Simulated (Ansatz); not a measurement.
The system is HfC.

```
CELL_PARAMETERS angstrom
3.34287 0.00000 0.00000
-1.67143 2.89501 0.00000
0.00000 0.00000 5.20271
ATOMIC_POSITIONS crystal
Hf 0.33333 0.66667 0.25000
Hf 0.66667 0.33333 0.75000
C 0.00000 0.00000 0.50000
C 0.00000 0.00000 0.00000
```

The cell comes from a database or a generator and needn't be the stable form of this composition.

Base run:

```yaml
Program: Ansatz 0.2.0
Functional: PBEsol
Potentials_or_basis: Ansatz PAW
Cutoff: "420 eV (not typed: the program's choice for these potentials)"
k_mesh: 9 × 9 × 5
Occupations: fermi-dirac, width 0.05 eV
Spin: no spin polarisation
Hubbard_terms: Hf d U = 3 eV
```

Its results: band gap on the k mesh none (metal or under the smearing width); pressure -3.1 GPa.

**Question.** After a change of settings the same cell gave: band gap on the k mesh none (metal or under the smearing width); pressure 1.9 GPa. Which change was it?
A. hubbard terms from Hf d U = 3 eV to none; hubbard projectors from ortho-atomic (the default) to none
B. hubbard terms from Hf d U = 3 eV to Hf d U = 4 eV
C. hubbard terms from Hf d U = 3 eV to Hf d U = 6 eV

**Answer.** C.

Caveats: U without spin polarisation on a metal has little footing; the PAW data sets come from PBE, with cores solved anew for the run's functional, which leaves a small shift of forces and pressure; the U is typed as a test and isn't derived for this compound.
